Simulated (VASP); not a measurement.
# Sn₃Te: intraband terms of a metal's spectrum

Sn₃Te, Pm-3m (no. 221), 4 atoms in the cell. PBE, independent-particle dielectric function; PAW potentials Te, Sn_d (PBE set).

## Input

INCAR.step1:
```
PREC = Accurate
ENCUT = 280
ISMEAR = 1
SIGMA = 0.1
EDIFF = 1E-7
LASPH = T
KPAR = 4
LWAVE = F
LCHARG = T
LMAXMIX = 4
```

INCAR.step2:
```
PREC = Accurate
ENCUT = 280
ISMEAR = 0
SIGMA = 0.3
EDIFF = 1E-6
LASPH = T
KPAR = 4
LWAVE = T
LCHARG = F
LMAXMIX = 4
ICHARG = 11
NBANDS = 50
NEDOS = 3000
OMEGAMAX = 30
CSHIFT = 0.1
```

INCAR.step3, as INCAR.step2 but for:
```
- LWAVE = T
+ LWAVE = F
+ LOPTICS = T
+ ALGO = None
+ NELM = 1
+ ISTART = 1
```

INCAR.step4, as INCAR.step3 but for:
```
+ WPLASMAI = 0.03
```

INCAR.step5 to INCAR.step6 change the same tag again: WPLASMAI = 0.1, 0.3.

INCAR.step7, as INCAR.step6 but for:
```
- WPLASMAI = 0.3
+ RTIME = 5
```

INCAR.step8, as INCAR.step7 but for:
```
- RTIME = 5
+ RTIME = 20
```

INCAR.step9, as INCAR.step8 but for:
```
- RTIME = 20
+ LNABLA = T
```

INCAR.step10, as INCAR.step9 but for:
```
- ISMEAR = 0
- LNABLA = T
+ ISMEAR = -5
```

KPOINTS.step1:
```
k-points
0
Gamma
  6 6 6
```

KPOINTS.step2:
```
k-points
0
Gamma
  11 11 11
```

POSCAR:
```
Sn3Te
1.0
    4.8656220000      0.0000000000      0.0000000000
    0.0000000000      4.8656220000      0.0000000000
    0.0000000000      0.0000000000      4.8656220000
Te Sn
1 3
Direct
    0.0000000000      0.0000000000      0.0000000000
    0.0000000000      0.5000000000      0.5000000000
    0.5000000000      0.0000000000      0.5000000000
    0.5000000000      0.5000000000      0.0000000000
```

Commands (each step's output is kept before the next begins):
```
cat potpaw_PBE.64/Te/POTCAR potpaw_PBE.64/Sn_d/POTCAR > POTCAR
cp INCAR.step1 INCAR
cp KPOINTS.step1 KPOINTS
mpirun -np 4 vasp_std > vasp.out
cp INCAR.step2 INCAR
cp KPOINTS.step2 KPOINTS
mpirun -np 4 vasp_std > vasp.out
cp INCAR.step3 INCAR
mpirun -np 4 vasp_std > vasp.out
cp INCAR.step4 INCAR
mpirun -np 4 vasp_std > vasp.out
cp INCAR.step5 INCAR
mpirun -np 4 vasp_std > vasp.out
cp INCAR.step6 INCAR
mpirun -np 4 vasp_std > vasp.out
cp INCAR.step7 INCAR
mpirun -np 4 vasp_std > vasp.out
cp INCAR.step8 INCAR
mpirun -np 4 vasp_std > vasp.out
cp INCAR.step9 INCAR
mpirun -np 4 vasp_std > vasp.out
cp INCAR.step10 INCAR
mpirun -np 4 vasp_std > vasp.out
```

## Result

- Bands: 50

One ground state, settings moved in the last step alone:

| Settings | Plasma frequency (eV) | Im ε at 0.5 eV | Im ε at 1 eV | Im ε at 2 eV | Im ε at 4 eV | Time (s) |
|---|---|---|---|---|---|---|
| interband part alone | 6.48 | 84.9 | 70.7 | 25.7 | 5.6 | 14 |
| Drude term, WPLASMAI 0.03 | 6.48 | 95.0 | 71.9 | 25.9 | 5.7 | 13 |
| Drude term, WPLASMAI 0.1 | 6.48 | 117.2 | 74.8 | 26.2 | 5.7 | 12 |
| Drude term, WPLASMAI 0.3 | 6.48 | 159.0 | 82.2 | 27.2 | 5.8 | 11 |
| relaxation time RTIME 5 fs | 6.48 | 126.3 | 76.1 | 26.4 | 5.7 | 14 |
| relaxation time RTIME 20 fs | 6.48 | 95.9 | 72.0 | 25.9 | 5.7 | 11 |
| transversal form (LNABLA) | 6.52 | 86.4 | 72.0 | 26.1 | 5.7 | 14 |
| tetrahedron method | – | – | – | – | – | no result |

Limits: Spin-orbit coupling is left out, which can matter with atoms this heavy.

VASP 6.6.1 took 125 s on 4 cores (AMD EPYC 7R43 (Zen 3)), a shared host.
